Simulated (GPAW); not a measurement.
Crystal: InP.

```
In P
1.0
     0.00000    2.93050    2.93050
     2.93050    0.00000    2.93050
     2.93050    2.93050    0.00000
In P
1 1
Direct
  0.00000 0.00000 0.00000
  0.25000 0.25000 0.25000
```

Base run:

| Item | Value |
| --- | --- |
| Program | GPAW 26.7.0 |
| Functional | LDA |
| Potentials or basis | the program's PAW data sets (release 1.2.1) made for this functional |
| Cutoff | 600 eV |
| Basis | pw |
| k mesh | 6 × 6 × 6 |
| Occupations | fermi-dirac, width 0.05 eV |
| Spin | spin-orbit coupling, no magnetisation |

Its results: band gap on the k mesh 0.44 eV, direct; pressure -1.5 GPa.

Question: After a change of settings the same cell gave: band gap on the k mesh 0.57 eV, direct; pressure 0.2 GPa. Which change was it?
A. potentials or basis from the program's PAW data sets (release 1.2.1) made for this functional to JTH PAW 2.0, LDA; spin from spin-orbit coupling, no magnetisation to no spin polarisation
B. cutoff from 600 eV to 500 eV; spin from spin-orbit coupling, no magnetisation to no spin polarisation
C. functional from LDA to SOGGA; potentials or basis from the program's PAW data sets (release 1.2.1) made for this functional to PAW data sets generated in the run's folder for this functional

Answer: C.

Caveats: spin-orbit coupling was added after a scalar SCF, so levels and gaps hold it while energy, forces, pressure and moments don't; this program's spin-orbit splittings come out too wide for heavy elements.

Not every run made on this cell is shown here.
